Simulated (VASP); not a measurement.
## CaO in VASP 6.6.1, single-point calculation

INCAR

```
MAGMOM = -1 1
NELM = 120
LWAVE = .FALSE.
GGA = PE
ISPIN = 2
NSW = 0
ISYM = 1
LASPH = .TRUE.
PREC = Accurate
NBANDS = 15
ISMEAR = -1
IBRION = -1
EDIFF = 1E-7
ISIF = 2
LCHARG = .FALSE.
SIGMA = 0.02
LREAL = .FALSE.
ENCUT = 520
```

KPOINTS

```
KPOINTS created by Atomic Simulation Environment
0
Gamma
10 10 10
0 0 0
```

POSCAR

```
Ca O
 1.0000000000000000
     0.0000000000000000    2.4934521147000002    2.3522183391000002
     2.4934521147000002    0.0000000000000000    2.3522183391000002
     2.4934521147000002    2.4934521147000002    0.0000000000000000
 Ca  O
   1   1
Cartesian
  0.0000000000000000  0.0000000000000000  0.0000000000000000
  2.4934521147000002  2.4934521147000002  2.3522183391000002
```

The recommended PBE PAW datasets give the neutral cell 16 valence electrons.

Command

```
mpirun -np 1 vasp_std
```

OSZICAR

```
N       E                     dE             d eps       ncg     rms          rms(c)
DAV:   1     0.124339501806E+03    0.12434E+03   -0.82984E+03  6120   0.108E+03
DAV:   2    -0.852171580364E+01   -0.13286E+03   -0.12410E+03  7590   0.287E+02
DAV:   3    -0.138550966692E+02   -0.53334E+01   -0.52978E+01  7382   0.596E+01
DAV:   4    -0.139959461250E+02   -0.14085E+00   -0.14077E+00  8728   0.860E+00
DAV:   5    -0.139971754896E+02   -0.12294E-02   -0.12294E-02  7212   0.739E-01    0.109E+01
DAV:   6    -0.128256254319E+02    0.11716E+01   -0.53903E+00  6778   0.211E+01    0.398E+00
DAV:   7    -0.127732142696E+02    0.52411E-01   -0.43766E-01  6688   0.637E+00    0.183E+00
DAV:   8    -0.127632691500E+02    0.99451E-02   -0.82623E-02  7815   0.307E+00    0.573E-01
DAV:   9    -0.127694887259E+02   -0.62196E-02   -0.10093E-02  6463   0.866E-01    0.176E-01
DAV:  10    -0.127699844528E+02   -0.49573E-03   -0.42959E-04  7925   0.181E-01    0.814E-02
DAV:  11    -0.127703384747E+02   -0.35402E-03   -0.29836E-04  7177   0.138E-01    0.428E-02
DAV:  12    -0.127704179690E+02   -0.79494E-04   -0.53595E-05  7569   0.607E-02    0.686E-03
DAV:  13    -0.127704184824E+02   -0.51338E-06   -0.19654E-06  7234   0.139E-02    0.268E-03
DAV:  14    -0.127704184359E+02    0.46485E-07   -0.61339E-07  7246   0.716E-03
   1 F= -.12770418E+02 E0= -.12770418E+02  d E =-.230367E-11  mag=    -0.0000
```

Standard output (part)

```
POSCAR found type information on POSCAR CaO
 POSCAR found :  2 types and       2 ions
 LDA part: xc-table for (Slater+PW92), standard interpolation
 POSCAR, INCAR and KPOINTS ok, starting setup
 WAVECAR not read
 entering main loop
```

It converged. Results: pressure -2.4 GPa; magnetic moment of the cell 0.00 μB.

For comparison, a separate PBE run of the intended cell, on usual settings and not on those above, gives a gap of 3.44 eV on its mesh and a pressure of -2.4 GPa.

The run above took about 99 s on one core of a shared host (Intel Xeon Platinum 8488C) and held 0.22 GiB at most.
